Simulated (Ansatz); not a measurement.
MnO in Ansatz: the effect of Hubbard term

Crystal: MnO.

```xyz
2
Lattice="0.0000 2.2220 2.2220 2.2220 0.0000 2.2220 2.2220 2.2220 0.0000" Properties=species:S:1:pos:R:3 pbc="T T T"
Mn    0.0000    0.0000    0.0000
O     2.2220    2.2220    2.2220
```

Alike in all runs:

- Program: Ansatz 0.2.0
- Task: density of states
- Functional: PBEsol
- Potentials or basis: all-electron LAPW, scalar-relativistic
- Cutoff: 325 eV (chosen from the basis error)
- Basis error allowed: 0.001 eV/atom
- k mesh: 10 × 10 × 10
- Occupations: fermi-dirac, width 0.05 eV
- Spin: collinear spin, ferromagnetic start
- Starting moments: [5.0, 0.0] μB

One run gave: gap on the mesh none; pressure 0.8 GPa. Which Hubbard term did it use?
A. Mn d U = 6 eV
B. Mn d U = 8 eV
C. none
D. Mn d U = 4 eV
E. Mn d U = 2 eV

E.

```csv
Hubbard term,gap on the mesh (eV),pressure (GPa)
none,none,-6.9
Mn d U = 2 eV,none,0.8
Mn d U = 4 eV,none,3.3
Mn d U = 6 eV,0.33,5.6
Mn d U = 8 eV,0.55,7.9
```

Caveats: a cell with one magnetic atom can't hold antiferromagnetic order, which such compounds often take; the density of states is complete only up to the lowest level of the last band computed; the magnetic state may not be the lowest (some runs); U is the effective U less J, on atomic orbitals that reach past the spheres (some runs); semilocal functionals often make such compounds metallic where correlation or magnetic order opens a gap, which also shifts bond lengths (some runs).

A k mesh can miss the band edges.

A gap of «none» marks a metal or a gap under the smearing width.
